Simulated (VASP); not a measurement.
Shape and ions are relaxed at each volume.

Energy against volume of Li$_{3}$N (alpha). Method: SCAN meta-GGA, VASP's PBE PAW potentials (set 64) (plane waves; VASP).

| V (Å³/atom) | E (eV/atom) |
|---|---|
| 10.179 | -4.60869 |
| 10.504 | -4.61622 |
| 10.829 | -4.61891 |
| 11.154 | -4.61819 |
| 11.479 | -4.61383 |

Q: Fit a third-order Birch-Murnaghan equation of state.

A: 
```
Property                                        Result
---------------------------------------  -------------
volume per atom                          10.90 Å³/atom
bulk modulus                                  614 kbar
pressure derivative of the bulk modulus           4.30
```

The compound is Li3N in the alpha structure. It was relaxed first.
